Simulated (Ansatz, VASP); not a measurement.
## Two plane-wave programs on Hf

INCAR

```
PREC = Accurate ; ENCUT = 520
EDIFF = 1E-6 ; ISMEAR = -1
SIGMA = 0.08 ; LREAL = False
LASPH = True ; NELM = 80
ALGO = Normal ; ISIF = 2
LWAVE = False ; LCHARG = False
GGA = PE ; NBANDS = 11
```

KPOINTS

```
Automatic mesh
0
Gamma
  15 15 15
```

The input POSCAR:

```
Hf
1.0
    2.9176107633      0.0000000000      0.0000000000
    0.0000000000      2.9176107633      0.0000000000
    0.0000000000      0.0000000000      2.9176107633
Hf
1
Direct
    0.0000000000      0.0000000000      0.0000000000
```

Input for Ansatz:

```yaml
crystal:
  lattice:
    - [2.9176107633, 0.0, 0.0]
    - [0.0, 2.9176107633, 0.0]
    - [0.0, 0.0, 2.9176107633]
  atoms:
    - { symbol: Hf, position: [0.0, 0.0, 0.0] }
kpoints:
  mp_grid: { grid: [15, 15, 15] }
scf:
  occupations: { method: fermi_dirac, width: 0.08 }
hamiltonian:
  xc: pbe
  pseudopotentials: { kind: nc }
output:
  forces: true
  stress: true
  eigenvalues: true
```

Change from the starting cell: volume scaled by 1, norm-conserving files.

Alike in both runs: task single point; functional PBE; k mesh 15 × 15 × 15; occupations fermi-dirac, width 0.08 eV; no spin polarisation.

|  | VASP | Ansatz |
| --- | --- | --- |
| version | VASP 6.6.1 | Ansatz 0.2.0 |
| potentials or method | VASP PAW PBE potentials, release 64 (Hf_pv) | norm-conserving pseudopotentials, scalar-relativistic |
| plane-wave cutoff (eV) | 520 | 1143 |
| valence electrons in the cell | 10 | 26 |

VASP gave:

* pressure (GPa): -0.3

Q: Estimate Ansatz's values.

A: Pressure (GPa): 0.0.

With one functional, cell and mesh, what is left measures potentials, basis and numerics. The two sets of potentials don't hold the same shells in valence.

The runs have no spin-orbit coupling, so splittings on Hf are missing.
